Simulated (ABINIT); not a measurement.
A run of ABINIT 10.8.3 (patched build) is set up as follows.

Contents of run.abi:

```
# Datasets: ground state, then fixed potential
ndtset 2

# Pseudopotentials
pp_dirpath "./"
pseudos "Al.upf, N.upf"

# Structure
acell 3*1.0
rprim
     0.0000000000     4.1271496856     4.1271496856
     4.1271496856     0.0000000000     4.1271496856
     4.1271496856     4.1271496856     0.0000000000
ntypat 2
znucl 13 7
natom 2
typat 1 2
xred
     0.0000000000     0.0000000000     0.0000000000
     0.2500000000     0.2500000000     0.2500000000

# Plane-wave basis
ecut 1142.878222 eV

# Exchange and correlation
ixc -120135

# Bands and occupations
occopt 3
tsmear 0.05 eV

# SCF cycle
nstep 100

# Output
iomode 3
prtwf 0
prteig 0
prtebands 0
enunit 2
prtden1 1

# Dataset 1
kptopt1 1
ngkpt1 10 10 10
nshiftk1 1
shiftk1 0.0 0.0 0.0
nband1 8
tolvrs1 1.0e-10

# Dataset 2: bands along G-X-W-K-G-L-U-W-L-K
iscf2 -2
getden2 1
nband2 12
nbdbuf2 2
tolwfr2 1.0e-12
kptopt2 -9
ndivsm2 5
prteig2 1
prtvol2 -3
kptbounds2
     0.0000000000     0.0000000000     0.0000000000
     0.5000000000     0.0000000000     0.5000000000
     0.5000000000     0.2500000000     0.7500000000
     0.3750000000     0.3750000000     0.7500000000
     0.0000000000     0.0000000000     0.0000000000
     0.5000000000     0.5000000000     0.5000000000
     0.6250000000     0.2500000000     0.6250000000
     0.5000000000     0.2500000000     0.7500000000
     0.5000000000     0.5000000000     0.5000000000
     0.3750000000     0.3750000000     0.7500000000
```

Potentials or basis: PseudoDojo NC SR PBEsol v0.4.1 standard.

Command:

```sh
$ abinit run.abi > log 2>&1
```

Question: Predict the band gap along the path.

Answer: 3.18 eV, indirect (least direct gap 4.12 eV).

Question: Predict the band gap on the k mesh.

Answer: 3.18 eV, indirect (least direct gap 4.12 eV).

Levels at the corners of the path, in eV from the valence-band top:
```tsv
point	band 2	band 3	band 4	band 5	band 6	band 7
Γ	0.00	0.00	0.00	4.12	12.47	12.47
X	-4.95	-1.80	-1.80	3.18	8.52	13.84
W	-3.81	-3.49	-2.75	5.94	11.33	11.87
K	-4.30	-3.69	-1.39	5.04	10.02	12.98
Γ	0.00	0.00	0.00	4.12	12.47	12.47
L	-5.92	-0.49	-0.49	7.30	9.74	11.05
U	-4.30	-3.69	-1.39	5.04	10.02	12.98
W	-3.81	-3.49	-2.75	5.94	11.33	11.87
L	-5.92	-0.49	-0.49	7.30	9.74	11.05
K	-4.30	-3.69	-1.39	5.04	10.02	12.98
```

 Expect the measured gap to be larger: semilocal functionals such as AM05 lack the derivative discontinuity.
